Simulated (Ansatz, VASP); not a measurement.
N in VASP and in Ansatz

```
CELL_PARAMETERS angstrom
4.14470 0.00000 0.00000
0.00000 4.14470 0.00000
0.00000 0.00000 5.35231
ATOMIC_POSITIONS crystal
N 0.90675 0.90675 0.00000
N 0.59325 0.40675 0.50000
N 0.09325 0.09325 0.00000
N 0.40675 0.59325 0.50000
```

Alike in both runs: functional r2SCAN; k mesh 6 × 6 × 4; occupations gaussian, width 0.02 eV; no spin polarisation.

Ansatz relaxed the structure, and its values are those at the end. VASP's run is a single point on that final structure, the one shown.

```csv
,VASP,Ansatz
version,VASP 6.6.1,Ansatz 0.2.0
potentials or method,"VASP PAW PBE potentials, release 64 (N)","scalar-relativistic, plane waves, PAW"
plane-wave cutoff (eV),520,500
valence electrons in the cell,20,20
```

```csv
,VASP,Ansatz,Ansatz less VASP
gap on the k mesh at the Fermi level (eV),7.78,7.82,+0.035
least direct gap on the mesh (eV),7.94,7.97,+0.036
pressure (GPa),2.6,0.0,-2.57
rms of the force components (eV/Å),1.329,0.005,-1.3235
```

Caveats: the standard files for N, O and F lose accuracy on very short bonds; the PAW data sets were made with another functional, which shifts forces and pressure a little (VASP). A k mesh can miss the band edges. r2SCAN opens gaps a little over a GGA but as a rule still falls short of measured ones.
